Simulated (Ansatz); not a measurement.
# SiO2: the cost of one run

Computed with Ansatz 0.2.0 (DFT PBE+D3(BJ), scalar-relativistic, plane waves, PAW, unless a step's input says otherwise).

### Step 1. The starting structure

Symmetry: P-3m1, No. 164, trigonal system. Conventional cell: a = 2.688 Å, b = 2.688 Å, c = 37.223 Å, α = 90.00°, β = 90.00°, γ = 120.00°. Si (site symmetry 3m) has 6 O at 1.80 Å as nearest neighbours. Around O (site symmetry 3m) lie 3 Si at 1.80 Å.

As a file:

```
Si O
1.0
     2.68678   -0.06686    0.00000
    -1.28549    2.36024    0.00000
     0.00000    0.00000   37.22316
Si O
2 4
Cartesian
  0.7007 1.1466 8.1849
  0.7006 1.1467 12.8151
  -0.6234 1.9557 9.1008
  2.0248 0.3376 7.2673
  -0.6235 1.9558 13.7327
  2.0246 0.3377 11.8992
```

The cell was relaxed beforehand at this level, from a generated guess; it is a trial structure. At a tolerance of 0.02 Å it has layer group p-3m1 (No. 72); it has 1.04 Å²/atom, an uncorrected energy of -2.51 eV/atom over the elements.

Only a and b are periodic; c spans vacuum, so the box's volume, pressure and space group aren't properties of the sheet.

### Step 2. Electronic structure at the relaxed geometry

File input.yaml:

```yaml
crystal:
  lattice:
    - [2.6867761159, -0.0668593839, 0.0]
    - [-1.2854901939, 2.3602438508, 0.0]
    - [0.0, 0.0, 37.22315716]
  atoms:
    - { symbol: Si, position: [0.5000211658, 0.4999788342, 0.219887856] }
    - { symbol: Si, position: [0.4999788342, 0.5000211658, 0.344277078] }
    - { symbol: O, position: [0.1666888109, 0.8333111891, 0.2444942017] }
    - { symbol: O, position: [0.8333538595, 0.1666461405, 0.1952367491] }
    - { symbol: O, position: [0.1666461405, 0.8333538595, 0.3689281848] }
    - { symbol: O, position: [0.8333111891, 0.1666888109, 0.3196707322] }
  periodic: [true, true, false]
basis:
  ecutwfc: 420
kpoints:
  mp_grid: { grid: [12, 12, 1] }
  band_path:
    path:
      - [0.0, 0.0, 0.0]
      - [0.5, -9.9e-07, 0.0]
      - [0.33333333, 0.33333234, 0.0]
      - [0.0, 0.0, 0.0]
    npoints: 14
hamiltonian:
  xc: pbe
  dispersion: d3bj
scf:
  occupations: { method: gaussian, width: 0.02 }
  n_extra_bands: 15
output:
  forces: true
  stress: true
  eigenvalues: true
  populations: true
  dos: { projected: true, de: 0.02, nscf_kmesh: { grid: [18, 18, 1] } }
  bader: true
  write_density: true
  write_potential: true
  elf: true
  volumetric_format: npy
```

On the command line:

```console
> ansatz run input.yaml --threads 1 --pin off --max-ram 2560MiB --backend cpu --events-out ev --progress --plain --runs-dir out
```

Q: Estimate wall time and peak memory on 1 thread of AMD EPYC 9R45 (Zen 5), shared host.

About 69 s, with a peak of 0.74 GiB.
